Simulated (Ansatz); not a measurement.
Runs of Ansatz 0.2.0 on Nb. It takes space group Im-3m (No. 229, cubic). Conventional cell: a = 3.328 Å, b = 3.328 Å, c = 3.328 Å, α = 90.00°, β = 90.00°, γ = 90.00°. Around Nb (site symmetry m-3m) lie 8 Nb at 2.88 Å. 

```csv
task,level,potentials or basis,spin,cell,k mesh,cutoff (eV),gap on the mesh (eV),pressure (GPa),relaxed volume (Å³/atom)
elastic constants,LDA,"all-electron LAPW, scalar-relativistic",off,as given,8 × 8 × 8,230,none,-11.8,-
band structure,LDA,"all-electron LAPW, relativistic spinors","SOC, no magnetisation",as given,8 × 8 × 8,219,-,-11.8,-
band structure,PBEsol,"all-electron LAPW, relativistic spinors","SOC, no magnetisation",as given,8 × 8 × 8,220,-,-8.1,-
relaxation of cell and atoms,BLYP+D3(BJ),"all-electron LAPW, scalar-relativistic",off,relaxed,11 × 11 × 11,-,-,0.0,17.12
relaxation of cell and atoms,revPBE,"all-electron LAPW, scalar-relativistic",off,relaxed,11 × 11 × 11,-,-,0.0,(a)
band structure,revPBE,"all-electron LAPW, scalar-relativistic",off,as given,11 × 11 × 11,217,-,0.0,-
elastic constants,PBEsol,"all-electron LAPW, scalar-relativistic",off,as given,8 × 8 × 8,231,none,-8.1,-
relaxation of cell and atoms,BLYP+D4,"all-electron LAPW, scalar-relativistic",off,relaxed,11 × 11 × 11,-,-,0.0,18.28
```

Alike in all rows: smearing fermi-dirac 0.05 eV; basis error allowed 0.001 eV/atom.

Task: Fill in the values left out.

Result: (a) 18.43.

Caveats: the k mesh is thin for a metal, which can move the energy by tens of meV per atom (some runs); a metal's response needs a denser mesh (some runs); the cell is more than 3 GPa from zero pressure, which shifts response properties (some runs); elastic constants of metals need much finer meshes, so these are rough (some runs).

A k mesh can miss the band edges, and rows without SOC leave out spin-orbit coupling on Nb.

A gap of «none» marks a metal or a gap under the smearing width.

Runs at the PBE level aren't shown here.
